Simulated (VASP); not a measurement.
Write the native input for VASP 6.6.1 that does the following.

- Task: electron localisation function
- Functional: PBEsol
- Potentials or basis: VASP PAW PBE potentials, release 64 (Pt, S)
- Cutoff: 520 eV
- k mesh: 9 × 9 × 5
- Occupations: gaussian, width 0.02 eV
- Spin: no spin polarisation
- Further INCAR settings: ALGO = Normal; EDIFF = 1e-07

The structure of PtS2 lies in POSCAR:

```
PtS2
1.0
    3.5432000000      0.0000000000      0.0000000000
   -1.7716000000      3.0685012107      0.0000000000
    0.0000000000      0.0000000000      5.0388000000
Pt S
1 2
Direct
    0.0000000000      0.0000000000      0.0000000000
    0.6666666667      0.3333333333      0.7730000000
    0.3333333333      0.6666666667      0.2270000000
```

These files were run (other wordings do the same):

INCAR

```
SYSTEM = PtS2
PREC     = Accurate       ! precision mode
ENCUT    = 520            ! plane-wave cutoff, eV
EDIFF    = 1E-7           ! SCF threshold, eV
ISMEAR   = 0              ! smearing method
SIGMA    = 0.02           ! smearing width, eV
LREAL    = .FALSE.        ! projectors in reciprocal space
LASPH    = .TRUE.         ! aspherical terms in the spheres
NELM     = 100            ! most SCF steps
ALGO     = Normal         ! electronic algorithm
ISIF     = 2              ! what is computed and relaxed
LWAVE    = .FALSE.        ! write WAVECAR
LCHARG   = .TRUE.         ! write CHGCAR
GGA      = PS             ! functional
LELF     = .TRUE.         ! ELF
```

KPOINTS

```
regular mesh
0
G
  9 9 5
  0 0 0
```

Potentials or basis: VASP PAW PBE potentials, release 64 (Pt, S).

Command:

```console
$ cat potpaw_PBE.64/Pt/POTCAR potpaw_PBE.64/S/POTCAR > POTCAR
$ mpirun -np 1 vasp_std > vasp.out
```

Results of the run:

* Pressure: 6.1 GPa
* Largest force: 0.930 eV/Å
* Band gap on the k mesh: 0.96 eV, indirect (least direct gap 1.00 eV)

Caveat: the PAW data sets were made with another functional, which shifts forces and pressure a little; spin-orbit coupling is left out, which moves the levels of the heavy elements; an odd mesh through Γ misses points on the zone boundary, where band edges often lie.

It took 36 s on 1 thread of Intel(R) Xeon(R) Platinum 8259CL CPU @ 2.50GHz (Skylake/Cascade Lake) (shared host), peak memory 0.2 GiB.
